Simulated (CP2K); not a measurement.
The system is GaN.

```xyz
4
Lattice="3.1800 0.0000 0.0000 -1.5900 2.7540 0.0000 0.0000 0.0000 5.1660" Properties=species:S:1:pos:R:3 pbc="T T T"
Ga    1.5900    0.9180    2.5830
Ga    0.0000    1.8360    0.0000
N     1.5900    0.9180    4.5203
N     0.0000    1.8360    1.9373
```

Base run:

```yaml
Program: CP2K 2026.2
Functional: PBE
Potentials_or_basis: POTENTIAL_UZH Ga GTH-PBE-q13, N GTH-PBE-q5; TZVP-MOLOPT-PBE-GTH basis
Density_cutoff: 6123 eV
k_mesh: 10 × 10 × 5
Occupations: fermi-dirac, width 0.05 eV
Spin: no spin polarisation
```

Its results: band gap on the k mesh 1.94 eV, direct; pressure 9.4 GPa.

Task: After a change of settings the same cell gave: band gap on the k mesh 1.83 eV, direct; pressure 4.1 GPa. Which change was it?
A. functional from PBE to RPBE
B. functional from PBE to PBEsol; ngrids from 4 to 5
C. occupations from fermi-dirac, width 0.05 eV to gaussian, width 0.011 eV

Result: B.

Caveats: the basis of atomic orbitals isn't converged, which shifts pressures, moduli and gaps; the potentials were made for another functional, which shifts forces and pressure (some runs).
